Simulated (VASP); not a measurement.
## GaN: relaxation of shape and atoms at fixed volume with LDA

The system is GaN.

```xyz
4
Lattice="3.1777 0.0000 0.0000 -1.5888 2.7520 0.0000 0.0000 0.0000 5.1820" Properties=species:S:1:pos:R:3 pbc="T T T"
Ga    0.0000    1.8346    5.1785
Ga    1.5888    0.9173    2.5875
N     0.0000    1.8346    1.9467
N     1.5888    0.9173    4.5377
```

The cell isn't the ideal one: a relaxed cell with its volume scaled by 1.02.

- Program: VASP 6.6.1
- Task: relaxation of shape and atoms at fixed volume
- Functional: LDA
- Potentials or basis: VASP PAW LDA potentials, release 64 (Ga_d, N)
- Cutoff: 600 eV
- k mesh: 12 × 12 × 5
- Occupations: gaussian, width 0.03 eV
- Spin: no spin polarisation
- Further INCAR settings: ALGO = Normal; EDIFF = 1e-07; IBRION = 2; EDIFFG = -0.01; NSW = 40; ISIF = 4

```yaml
Pressure_after_relaxing: -3.9 GPa
Largest_force_after_relaxing: 0.005 eV/Å
Band_gap_on_the_k_mesh: 1.98 eV, direct
```

Forces in eV/Å, atoms in the order of the input:
```
Ga   0.000  0.000 -0.005
Ga   0.000  0.000 -0.005
N    0.000  0.000  0.005
N    0.000  0.000  0.005
```

Final structure:
```
CELL_PARAMETERS angstrom
3.17769 0.00000 0.00000
-1.58884 2.75196 0.00000
0.00000 0.00000 5.18202
ATOMIC_POSITIONS crystal
Ga 0.33333 0.66667 0.99933
Ga 0.66667 0.33333 0.49933
N 0.33333 0.66667 0.37567
N 0.66667 0.33333 0.87567
```

Levels at points of the mesh, in eV from the valence-band top:
```csv
k point,band 15,band 16,band 17,band 18,band 19,band 20,band 21,band 22
"(0.00, 0.00, 0.00)",-1.05,-0.05,0.00,0.00,1.98,4.22,9.07,9.76
"(0.50, 0.00, 0.00)",-4.29,-2.79,-2.27,-1.02,4.93,5.52,5.92,8.51
```

Wall time 41 s on 1 thread of Intel(R) Xeon(R) 6975P-C (Granite Rapids) (shared host), peak memory 0.19 GiB.

Caveat: the relaxation stopped at its first step, so nothing moved.
